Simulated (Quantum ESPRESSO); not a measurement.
A run of Quantum ESPRESSO 7.5 is set up as follows.

File pw.in:

```
&CONTROL
  calculation = 'scf'
  prefix = 'pwscf'
  outdir = './tmp'
  pseudo_dir = './pseudo'
  tprnfor = .true.
  tstress = .true.
  disk_io = 'low'
/
&SYSTEM
  ibrav = 0
  A = 4.32841274
  nat = 2
  ntyp = 2
  ecutwfc = 70
  nbnd = 16
  input_dft = 'XC-000I-000I-120L-135L-000I-000I'
  occupations = 'smearing'
  smearing = 'fd'
  degauss = 0.00367493
/
&ELECTRONS
  conv_thr = 4d-10
  electron_maxstep = 120
  mixing_beta = 0.5
/
ATOMIC_SPECIES
Pb   207.2000 Pb_ONCV_PBE-1.2.upf
Se    78.9710 Se_ONCV_PBE-1.2.upf
CELL_PARAMETERS alat
   0.0000000000    0.7071067811    0.7071067811
   0.7071067811    0.0000000000    0.7071067811
   0.7071067811    0.7071067811    0.0000000000
ATOMIC_POSITIONS alat
Pb     0.0000000000    0.0000000000    0.0000000000
Se     0.7071067811    0.7071067811    0.7071067811
K_POINTS automatic
8 8 8 0 0 0
```

Contents of bands.in:

```
&CONTROL
  calculation = 'bands'
  prefix = 'pwscf'
  outdir = './tmp'
  pseudo_dir = './pseudo'
  disk_io = 'low'
  verbosity = 'high'
/
&SYSTEM
  ibrav = 0
  A = 4.32841274
  nat = 2
  ntyp = 2
  ecutwfc = 70
  nbnd = 16
  input_dft = 'XC-000I-000I-120L-135L-000I-000I'
  occupations = 'smearing'
  smearing = 'fd'
  degauss = 0.00367493
/
&ELECTRONS
  conv_thr = 1d-08
  electron_maxstep = 120
  mixing_beta = 0.5
  diago_full_acc = .true.
  startingwfc = 'random'
/
ATOMIC_SPECIES
Pb   207.2000 Pb_ONCV_PBE-1.2.upf
Se    78.9710 Se_ONCV_PBE-1.2.upf
CELL_PARAMETERS alat
   0.0000000000    0.7071067811    0.7071067811
   0.7071067811    0.0000000000    0.7071067811
   0.7071067811    0.7071067811    0.0000000000
ATOMIC_POSITIONS alat
Pb     0.0000000000    0.0000000000    0.0000000000
Se     0.7071067811    0.7071067811    0.7071067811
K_POINTS crystal
60
 0.0000000000  0.0000000000  0.0000000000 1
 0.0625000000  0.0000000000  0.0625000000 1
 0.1250000000  0.0000000000  0.1250000000 1
 0.1875000000  0.0000000000  0.1875000000 1
 0.2500000000  0.0000000000  0.2500000000 1
 0.3125000000  0.0000000000  0.3125000000 1
 0.3750000000  0.0000000000  0.3750000000 1
 0.4375000000  0.0000000000  0.4375000000 1
 0.5000000000  0.0000000000  0.5000000000 1
 0.5000000000  0.0625000000  0.5625000000 1
 0.5000000000  0.1250000000  0.6250000000 1
 0.5000000000  0.1875000000  0.6875000000 1
 0.5000000000  0.2500000000  0.7500000000 1
 0.4375000000  0.3125000000  0.7500000000 1
 0.3750000000  0.3750000000  0.7500000000 1
 0.3375000000  0.3375000000  0.6750000000 1
 0.3000000000  0.3000000000  0.6000000000 1
 0.2625000000  0.2625000000  0.5250000000 1
 0.2250000000  0.2250000000  0.4500000000 1
 0.1875000000  0.1875000000  0.3750000000 1
 0.1500000000  0.1500000000  0.3000000000 1
 0.1125000000  0.1125000000  0.2250000000 1
 0.0750000000  0.0750000000  0.1500000000 1
 0.0375000000  0.0375000000  0.0750000000 1
 0.0000000000  0.0000000000  0.0000000000 1
 0.0625000000  0.0625000000  0.0625000000 1
 0.1250000000  0.1250000000  0.1250000000 1
 0.1875000000  0.1875000000  0.1875000000 1
 0.2500000000  0.2500000000  0.2500000000 1
 0.3125000000  0.3125000000  0.3125000000 1
 0.3750000000  0.3750000000  0.3750000000 1
 0.4375000000  0.4375000000  0.4375000000 1
 0.5000000000  0.5000000000  0.5000000000 1
 0.5250000000  0.4500000000  0.5250000000 1
 0.5500000000  0.4000000000  0.5500000000 1
 0.5750000000  0.3500000000  0.5750000000 1
 0.6000000000  0.3000000000  0.6000000000 1
 0.6250000000  0.2500000000  0.6250000000 1
 0.5833333333  0.2500000000  0.6666666667 1
 0.5416666667  0.2500000000  0.7083333333 1
 0.5000000000  0.2500000000  0.7500000000 1
 0.5000000000  0.2857142857  0.7142857143 1
 0.5000000000  0.3214285714  0.6785714286 1
 0.5000000000  0.3571428571  0.6428571429 1
 0.5000000000  0.3928571429  0.6071428571 1
 0.5000000000  0.4285714286  0.5714285714 1
 0.5000000000  0.4642857143  0.5357142857 1
 0.5000000000  0.5000000000  0.5000000000 1
 0.4821428571  0.4821428571  0.5357142857 1
 0.4642857143  0.4642857143  0.5714285714 1
 0.4464285714  0.4464285714  0.6071428571 1
 0.4285714286  0.4285714286  0.6428571429 1
 0.4107142857  0.4107142857  0.6785714286 1
 0.3928571429  0.3928571429  0.7142857143 1
 0.3750000000  0.3750000000  0.7500000000 1
 0.6250000000  0.2500000000  0.6250000000 1
 0.5937500000  0.1875000000  0.5937500000 1
 0.5625000000  0.1250000000  0.5625000000 1
 0.5312500000  0.0625000000  0.5312500000 1
 0.5000000000  0.0000000000  0.5000000000 1
```

Potentials or basis: SG15 PBE 1.2.

Run with:

```console
$ OMP_NUM_THREADS=1 pw.x -in pw.in > pw.out
$ OMP_NUM_THREADS=1 pw.x -in bands.in > bands.out
```

**Question.** What does it give for the band gap on the k mesh?

**Answer.** 0.19 eV, direct.

**Question.** What does it give for the pressure?

**Answer.** 0.3 GPa.

**Question.** Estimate the band gap along the path.

**Answer.** 0.19 eV, direct.

Levels at the corners of the path, in eV from the valence-band top:
```csv
point,band 6,band 7,band 8,band 9,band 10,band 11,band 12,band 13,band 14,band 15
Γ,-13.62,-6.31,-1.91,-1.91,-1.91,4.64,4.64,4.64,6.42,6.42
X,-12.14,-7.41,-5.06,-3.29,-3.29,3.59,5.56,5.56,6.02,11.25
W,-12.11,-8.06,-4.30,-4.30,-0.80,1.79,4.89,4.89,7.64,7.64
K,-12.16,-8.08,-4.65,-2.78,-2.45,3.33,3.95,5.40,5.73,10.01
Γ,-13.62,-6.31,-1.91,-1.91,-1.91,4.64,4.64,4.64,6.42,6.42
L,-12.53,-8.85,-1.49,-1.49,0.00,0.19,1.59,1.59,8.47,10.08
U,-12.16,-8.08,-4.65,-2.78,-2.45,3.33,3.95,5.40,5.73,10.01
W,-12.11,-8.06,-4.30,-4.30,-0.80,1.79,4.89,4.89,7.64,7.64
L,-12.53,-8.85,-1.49,-1.49,0.00,0.19,1.59,1.59,8.47,10.08
K,-12.16,-8.08,-4.65,-2.78,-2.45,3.33,3.95,5.40,5.73,10.01
U,-12.16,-8.08,-4.65,-2.78,-2.45,3.33,3.95,5.40,5.73,10.01
X,-12.14,-7.41,-5.06,-3.29,-3.29,3.59,5.56,5.56,6.02,11.25
```

Caveat: the potentials were made for another functional, which shifts forces and pressure; spin-orbit coupling is left out, which as a rule narrows the gap of such compounds by several tenths of an eV.

**Measured values to compare with.**

A printed reference work, monograph reports, for a bulk crystal of PbSe at 4.2 K: band gap 0.15 eV (direct).

Against the measured gap of PbSe, 0.15 eV (direct; 4.2 K; a printed reference work, monograph), the calculated 0.19 eV is off by +0.04 eV. 2 values of this kind are on record (0.15 to 0.28 eV); this one was drawn at random. Spin-orbit coupling on Pb, Se is left out. The value is that of AM05, without temperature or zero-point motion.
